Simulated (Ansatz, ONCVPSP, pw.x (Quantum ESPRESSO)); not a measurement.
# magnesium (fcc): variants of one ONCV potential in the solid

* Element: magnesium
* Generator: ONCVPSP 4.0.1
* Type: optimised norm-conserving Vanderbilt (ONCV)
* Functional: PBE
* Relativity: scalar-relativistic
* Frozen core: [Ne]
* Valence charge: 2
* Reference configuration: 3s2
* Partial waves: 3s: rc 2.20 bohr, ncon 4, nbas 9, qcut 3.7 1/bohr, 2 projectors, debl 3.4 Ha; p scattering state at 0.11 Ha: rc 1.80 bohr, ncon 4, nbas 9, qcut 4.6 1/bohr, 1 projector
* Local potential: polynomial inside 1.60 bohr (lpopt 5, dvloc0 3 Ha)
* Core correction: Teter function, fcfact 3.75, rcfact 1.5

Crystal test: fcc Mg in pw.x 7.5, no spin, 13³ k-points, Fermi–Dirac smearing 0.01 Ry, cutoffs set for each file from its atomic test. The reference is all-electron LAPW (Ansatz 0.2.0) with the same functional, mesh and smearing; V0 and B0 come from Birch–Murnaghan fits to the pressures at five volumes. Errors are pseudo minus all-electron; Δ is the rms difference of the E(V) curves that follow from these fits, minima aligned, over ±6 % about the mean V0. Mesh and smearing are coarse, so the numbers serve the comparison and aren't converged zero-temperature values; the lattice is a test structure that the element need not adopt.

All-electron: a0 = 4.524 Å (V0 = 23.15 Å³/atom), B0 = 35.0 GPa.

2 further variants are left out: they gave no file fit for a test, a broken result, the same result as the base, or pressures whose basis-set error rivals the error shown.

```csv
change,cutoffs (Ry),pw.x,a0 (Å),a0 error (%),B0 error (%),Δ (meV/atom),mean pressure error (GPa)
base,50/200,converged,4.513,-0.26,+7.2,1.4,-0.28
"local potential polynomial inside 1.60 bohr (lpopt 5, dvloc0 -1 Ha)",50/200,converged,4.483,-0.92,+9.6,5.0,-1.00
```

Problem. Give the row for: local potential polynomial inside 1.60 bohr (lpopt 5, dvloc0 1.5 Ha).

Solution. pw.x: converged; mean pressure error (GPa): -0.52; a0 (Å): 4.503; a0 error (%): -0.47; B0 error (%): +8.1; Δ (meV/atom): 2.6.
